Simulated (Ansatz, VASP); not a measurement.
# One calculation of B, two programs

Contents of INCAR:

```
SYSTEM = B
ALGO = Fast ; EDIFF = 1E-6
EDIFFG = -0.005 ; ENCUT = 600
IBRION = 2 ; ISIF = 3
ISMEAR = -1 ; LASPH = .True.
LCHARG = .False. ; LREAL = .False.
LWAVE = .False. ; NELM = 60
NSW = 40 ; PREC = Accurate
PSTRESS = 0 ; SIGMA = 0.05
```

Contents of KPOINTS:

```
k-points
0
Gamma
  16 9 7
  0 0 0
```

File POSCAR:

```
B
1.0
    1.6245600000      0.0000000000      0.0000000000
    0.0000000000      2.8661500000      0.0000000000
    0.0000000000      0.0000000000      3.9144000000
B
2
Direct
    0.0000000000      0.5000000000      0.6092600000
    0.5000000000      0.0000000000      0.3907400000
```

The input input.yaml:

```yaml
crystal:
  lattice:
    - [1.62456, 0.0, 0.0]
    - [0.0, 2.86615, 0.0]
    - [0.0, 0.0, 3.9144]
  atoms:
    - { symbol: B, position: [0.0, 0.5, 0.60926] }
    - { symbol: B, position: [0.5, 0.0, 0.39074] }
hamiltonian:
  xc: lda
  pseudopotentials: { kind: paw }
kpoints:
  mp_grid: { grid: [16, 9, 7] }
scf:
  occupations: { method: fermi_dirac, width: 0.05 }
output:
  forces: true
  stress: true
  eigenvalues: true
relax:
  f_tol: 0.01
  max_steps: 40
  cell: { stress_tol: 0.05 }
```

The cell was built by a generator and needn't be a form met in nature.

Alike in both runs: task relaxation of cell and atoms; functional LDA; k mesh 16 × 9 × 7; occupations fermi-dirac, width 0.05 eV; no spin polarisation.

```csv
,VASP,Ansatz
version,VASP 6.6.1,Ansatz 0.2.0
potentials or method,"VASP PAW LDA potentials, release 64 (B)",Ansatz PAW
plane-wave cutoff (eV),600,420
valence electrons in the cell,6,6
```

```csv
,VASP,Ansatz,Ansatz less VASP
"gap on the k mesh at the Fermi level, each at its own relaxed structure (eV)",none,none,-
relaxed volume (Å³/atom),8.19,8.19,-0.001
relaxed cell length with the largest relative difference (Å),3.584,3.586,+0.0016
energy change over the relaxation (meV/atom),-17,-17,+0.1
```

A gap of «none» marks a metal or a gap that the smearing closes.

Caveats: the plane-wave basis is chosen anew once the cell has moved, so the energies of steps on either side of that aren't comparable (Ansatz); the pressure holds a Pulay correction of +0.3 GPa for the finite cutoff (Ansatz); the PAW data sets come from PBE, with cores solved anew for the run's functional, which leaves a small shift of forces and pressure (Ansatz).
